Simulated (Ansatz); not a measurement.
Input and command of a calculation in Ansatz (plane waves; scalar-relativistic PAW potentials unless the input names others):

```yaml
crystal:
  lattice:
    - [2.1574218895, -1.2689017403, 0.003978089]
    - [2.1574218895, 1.2689017403, 0.003978089]
    - [-1.3920331739, 0.0, 3.5772784518]
  atoms:
    - { symbol: C, position: [0.837517721, 0.837517721, 0.0084757529] }
    - { symbol: C, position: [0.162482279, 0.162482279, 0.9915242471] }
basis:
  ecutwfc: 420
kpoints:
  mp_grid: { grid: [16, 16, 10] }
hamiltonian:
  xc: pbe
scf:
  occupations: { method: gaussian, width: 0.05 }
  max_iter: 50
output:
  forces: true
  eigenvalues: true
  stress: true
total_charge: 6
```

```bash
ansatz run input.yaml --threads 1 --pin off --max-ram 1331MiB --backend cpu --events-out ev --progress --plain --runs-dir out
```

Abridged log:
```
Pseudopotentials: kind: paw
Pseudopotential: C, paw, valence charge 4, recommended cutoff 420 eV (normal)
Functional definition: PBE
Crystal: 2 atoms, lattice volume = 19.600 Å³
Basis set: ecut = 420 eV, 385 PW (Γ), exchange–correlation on 36×36×54 points (8 copies of the dense FFT grid, shifted against one another)
Bands: 5, of which v1, the nominal top of the filled ones, is band 1 counted from 1 (0 counted from 0)
Symmetry: 4 space group operations
Space group: C2/m (ITA 12), of the structure as read, at distance tolerance 2.7e-5 Å
k-points: 690 of 2560
Initial density: superposition of atomic densities (neutral atoms scaled as one to the charged cell's electrons: chi_scale 0, normalization atom), corrected by the library's trained network
Initial wavefunctions: pseudopotential atomic-orbital guess
Functional: x = pbe(κ = 0.804, μ = 0.21951497), c = pbe(β = 0.06672455)
SCF iter   1: F=—  HF=-457.404815 eV  |F-HF|=—  |Δ(HF+E_count)|=         —  Δρ=8.15e-2  dr2=1.06e0  ethr=1.77e-3  ⟨swp⟩=6.7  Hψ=48712  notcnv=0
SCF iter   2: F=—  HF=-458.680660 eV  |F-HF|=—  |Δ(HF+E_count)|=    1.28e0  Δρ=3.80e-2  dr2=3.17e-1  ethr=1.77e-3  ⟨swp⟩=2.0  Hψ=12420  notcnv=0
SCF iter   3: F=—  HF=-459.002785 eV  |F-HF|=—  |Δ(HF+E_count)|=   3.22e-1  Δρ=5.19e-3  dr2=9.29e-3  ethr=1.77e-3  ⟨swp⟩=3.2  Hψ=7742  notcnv=0
SCF iter   4: F=—  HF=-459.003342 eV  |F-HF|=—  |Δ(HF+E_count)|=   5.58e-4  Δρ=9.26e-4  dr2=1.50e-4  ethr=4.65e-4  ⟨swp⟩=2.0  Hψ=6294  notcnv=0
SCF iter   5: F=—  HF=-459.003588 eV  |F-HF|=—  |Δ(HF+E_count)|=   2.46e-4  Δρ=9.08e-4  dr2=1.10e-4  ethr=7.52e-6  ⟨swp⟩=2.0  Hψ=4146  notcnv=0
SCF iter   6: F=—  HF=-459.003569 eV  |F-HF|=—  |Δ(HF+E_count)|=   1.94e-5  Δρ=3.13e-4  dr2=1.27e-5  ethr=5.51e-6  ⟨swp⟩=1.0  Hψ=3466  notcnv=0
SCF iter   7: F=—  HF=-459.003560 eV  |F-HF|=—  |Δ(HF+E_count)|=   9.28e-6  Δρ=6.73e-5  dr2=6.03e-7  ethr=6.34e-7  ⟨swp⟩=1.0  Hψ=3458  notcnv=0
SCF iter   8: F=-459.003560 eV  HF=-459.003560 eV  |F-HF|=1.70e-9  |Δ(HF+E_count)|=   1.23e-7  Δρ=5.66e-6  dr2=4.05e-9  ethr=5.00e-9  ⟨swp⟩=6.4  Hψ=21517  notcnv=0
SCF 1 converged in 8 iterations: F = -459.003560 eV  dr2 = 4.05e-9
SCF converged after 8 iterations
Free energy (F): -459.003560 eV
Harris-Foulkes:  -459.003560 eV  (|F-HF|=1.70e-9)
Internal energy: -459.003241 eV  (E = F + TS)
E sigma→0 (E₀):  -459.003401 eV
Entropy (-TS):   -0.000318 eV (-0.159 meV/atom)
Fermi energy:    -23.395846 eV
--- Forces (eV/Å), atoms counted from 1 ---
  atom   1  C     -0.67679686     0.00000000     7.94184206
  atom   2  C      0.67679686     0.00000000    -7.94184206
--- Stress (GPa, compression-positive) ---
      676.294166       0.000000       2.512919
        0.000000     696.796429       0.000000
        2.512913       0.000000    -887.905933
  P = ⅓ Tr σ = 161.7282 GPa (1617.282 kbar)
```

**Question.** Find the fault.

**Answer.** The fault is a net charge on a solid that should be neutral, 6 electrons a cell too few, offset by a uniform background, so that energy and pressure hang on that convention (total_charge: not typed → 6, the first being the value of the sound run). Setting it back cures it. The run converged all the same, with a total energy on another zero, pressure 161.73 GPa (with the neutralising background of the charged cell), largest force 7.971 eV/Å, no gap on the mesh, so convergence alone doesn't show that an input is right. A reference run from the same start on usual settings converged with pressure -13.10 GPa, largest force 1.239 eV/Å, gap on the mesh 0.48 eV.